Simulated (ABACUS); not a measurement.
Crystal: Sn.

```xyz
2
Lattice="0.0000 3.2333 3.2333 3.2333 0.0000 3.2333 3.2333 3.2333 0.0000" Properties=species:S:1:pos:R:3 pbc="T T T"
Sn    4.8500    4.8500    4.8500
Sn    3.2333    3.2333    3.2333
```

This isn't the form of Sn at room conditions, which is tetragonal (white tin).

| Item | Value |
| --- | --- |
| Program | ABACUS 3.10.1 |
| Task | relaxation of cell and atoms |
| Functional | rSCAN |
| Potentials or basis | SG15 ONCV 1.2 PBE |
| Cutoff | 1143 eV |
| Density cutoff | 4572 eV |
| Basis | plane waves |
| k mesh | 4 × 4 × 4 |
| Occupations | fermi-dirac, width 0.05 eV |
| Spin | no spin polarisation |

At the start: pressure 1.4 GPa; volume 33.80 Å³/atom.

Problem. How do energy, volume and symmetry change on relaxing?

Solution. Over 3 steps the energy falls by 4.4 meV/atom and the volume is 34.85 Å³/atom (+3.1 %); space group Fd-3m (No. 227, to 0.05 Å).

The path:
| step | energy change (eV) | largest force (eV/Å) | pressure (GPa) | volume (Å³) |
| --- | --- | --- | --- | --- |
| 1 | 0.0000 | 0.0000 | 1.38 | 67.61 |
| 2 | -0.0073 | 0.0000 | -0.53 | 70.61 |
| 3 | -0.0088 | 0.0000 | 0.01 | 69.70 |

Final structure:
```cif
data_structure
_symmetry_space_group_name_H-M 'P 1'
_symmetry_Int_Tables_number 1
_cell_length_a 4.6194
_cell_length_b 4.6194
_cell_length_c 4.6194
_cell_angle_alpha 60.000
_cell_angle_beta 60.000
_cell_angle_gamma 60.000
_cell_volume 69.70
loop_
_atom_site_label
_atom_site_type_symbol
_atom_site_fract_x
_atom_site_fract_y
_atom_site_fract_z
_atom_site_occupancy
Sn1 Sn 0.75000 0.75000 0.75000 1
Sn2 Sn 0.50000 0.50000 0.50000 1
```

Caveat: the k mesh is coarse (spacing up to 0.42 Å⁻¹), so the values aren't converged; the potentials were made for another functional, which shifts forces and pressure.
